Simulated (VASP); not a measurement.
**From VASP inputs to Ansatz: MgO (strained zincblende)**

INCAR

```
NBANDS = 11
ISMEAR = 0
ENCUT = 520
NSW = 0
ISIF = 2
IBRION = -1
NELM = 120
PREC = Accurate
LWAVE = .FALSE.
METAGGA = R2SCAN
EDIFF = 1E-7
ALGO = Normal
SIGMA = 0.01
LASPH = .TRUE.
LCHARG = .TRUE.
LELF = .TRUE.
LREAL = .FALSE.
```

KPOINTS

```
KPOINTS created by Atomic Simulation Environment
0
Gamma
10 10 10
0 0 0
```

KPOINTS_OPT

```
special points
6
Reciprocal
0.0000000000 0.0000000000 0.0000000000 1
-0.5000000000 -0.5000000000 0.0000000000 1
-0.3750000000 -0.3750000000 0.2500000000 1
-0.3750000000 0.0000000000 0.3750000000 1
0.0000000000 0.0000000000 0.5000000000 1
-0.5000000000 -0.2500000000 0.2500000000 1
```

POSCAR

```
Mg O
 1.0000000000000000
     0.0000000000000000    2.4184696010000000    2.4184696010000000
     2.4184696010000000    0.0000000000000000    2.4184696010000000
     2.4184696010000000    2.4184696010000000    0.0000000000000000
 Mg  O
   1   1
Cartesian
  0.0000000000000000  0.0000000000000000  0.0000000000000000
  1.2092348005000000  1.2092348005000000  1.2092348005000000
```

VASP ran with the recommended PBE PAW datasets (8 valence electrons in the cell).

Question: Translate these files to an Ansatz input.

Answer: 

```yaml
crystal:
  lattice:
    - [0.0, 2.418469601, 2.418469601]
    - [2.418469601, 0.0, 2.418469601]
    - [2.418469601, 2.418469601, 0.0]
  atoms:
    - { symbol: Mg, position: [0.0, 0.0, 0.0] }
    - { symbol: O, position: [0.25, 0.25, 0.25] }
kpoints:
  mp_grid: { grid: [10, 10, 10] }
  band_path:
    path:
      - [0.0, 0.0, 0.0]
      - [-0.5, -0.5, 0.0]
      - [-0.375, -0.375, 0.25]
      - [-0.375, 0.0, 0.375]
      - [0.0, 0.0, 0.5]
      - [-0.5, -0.25, 0.25]
    npoints: 1
hamiltonian:
  xc: r2scan
scf:
  occupations: { method: fixed }
  n_extra_bands: 4
output:
  forces: true
  stress: true
  eigenvalues: true
```

Other inputs would serve too.

|  | VASP | Ansatz |
| --- | --- | --- |
| gap between bands v and c | 3.36 eV | 3.38 eV |
| least direct gap | 3.36 eV | 3.38 eV |
| pressure | -16.0 GPa | -15.4 GPa |

Each program uses its own PAW datasets. VASP's cell holds 8 valence electrons and Ansatz's 16. Ansatz's stress includes a Pulay correction; VASP's doesn't.
